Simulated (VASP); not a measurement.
Here is a VASP 6.6.1 calculation.

Contents of INCAR:

```
  ALGO = Normal
  EDIFF = 1E-7
  EDIFFG = -0.005
  ENCUT = 600
  GGA = PE
  IBRION = 2
  ISIF = 3
  ISMEAR = 0
  LASPH = T
  LCHARG = F
  LREAL = F
  LWAVE = F
  NELM = 100
  NSW = 90
  PREC = Accurate
  SIGMA = 0.1
```

The input KPOINTS:

```
k-points
0
Gamma
  12 12 12
```

The input POSCAR:

```
Mg2Sn
1.0
    0.0000000000      3.3801536900      3.3801536900
    3.3801536900      0.0000000000      3.3801536900
    3.3801536900      3.3801536900      0.0000000000
Mg Sn
2 1
Direct
    0.2500000000      0.2500000000      0.2500000000
    0.7500000000      0.7500000000      0.7500000000
    0.0000000000      0.0000000000      0.0000000000
```

Potentials or basis: VASP PAW PBE potentials, release 64 (Mg, Sn_d).

The run is started by

```sh
$ cat potpaw_PBE.64/Mg/POTCAR potpaw_PBE.64/Sn_d/POTCAR > POTCAR
$ mpirun -np 1 vasp_std > vasp.out
```

What does it give for the band gap on the k mesh?

None (metal or under the smearing width).

What does it give for the relaxed cell?

a = 4.815 Å, b = 4.815 Å, c = 4.815 Å, α = 60.00°, β = 60.00°, γ = 60.00°.

Predict the space group after relaxing (to 0.05 Å).

Fm-3m (No. 225).

The path:
| step | energy change (eV) | largest force (eV/Å) | pressure (GPa) | volume (Å³) |
| --- | --- | --- | --- | --- |
| 1 | 0.0000 | 0.0000 | 0.99 | 77.24 |
| 2 | -0.0049 | 0.0000 | -0.05 | 79.03 |
| 3 | -0.0049 | 0.0000 | 0.01 | 78.93 |

Caveat: this crystal is a semiconductor, whose small gap the functional closes, so the metal is an error of the method.
